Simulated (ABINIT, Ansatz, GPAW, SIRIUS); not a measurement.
One calculation of Pt, 4 ways

```
CELL_PARAMETERS angstrom
-1.58422 1.58422 1.58422
1.58422 -1.58422 1.58422
1.58422 1.58422 -1.58422
ATOMIC_POSITIONS crystal
Pt 0.00000 0.00000 0.00000
```

This isn't the form of Pt at room conditions, which is fcc.

Alike in all runs: task single point; functional PBEsol; k mesh 12 × 12 × 12; occupations fermi-dirac, width 0.05 eV; no spin polarisation; no spin-orbit coupling. Pressure is positive in compression and, in plane waves, holds the error of the finite cutoff.

```csv
program and potentials,plane-wave cutoff (eV),notes,band gap (eV),pressure (GPa)
"ABINIT, PseudoDojo NC SR PBEsol v0.4.1 standard",1143,18 valence electrons an atom on average,no gap,-11.69
"GPAW, PAW data sets generated for this functional",600,16 valence electrons an atom on average,no gap,-11.47
"Ansatz, all-electron LAPW, scalar-relativistic",-,-,no gap,-11.23
"SIRIUS, PseudoDojo 0.4.1 PBEsol standard (scalar relativistic)",1152,18 valence electrons an atom on average,no gap,-11.67
```

None finds a gap. The pressure spans -11.69 (ABINIT, PseudoDojo NC SR PBEsol v0.4.1 standard) to -11.23 GPa (Ansatz, all-electron LAPW, scalar-relativistic), with all-electron results at -11.23. The cell lies far from this level's equilibrium.

The functional is the same throughout but for its coding, so the spread measures potentials, basis and numerics; runs on potential files found faulty are left out.
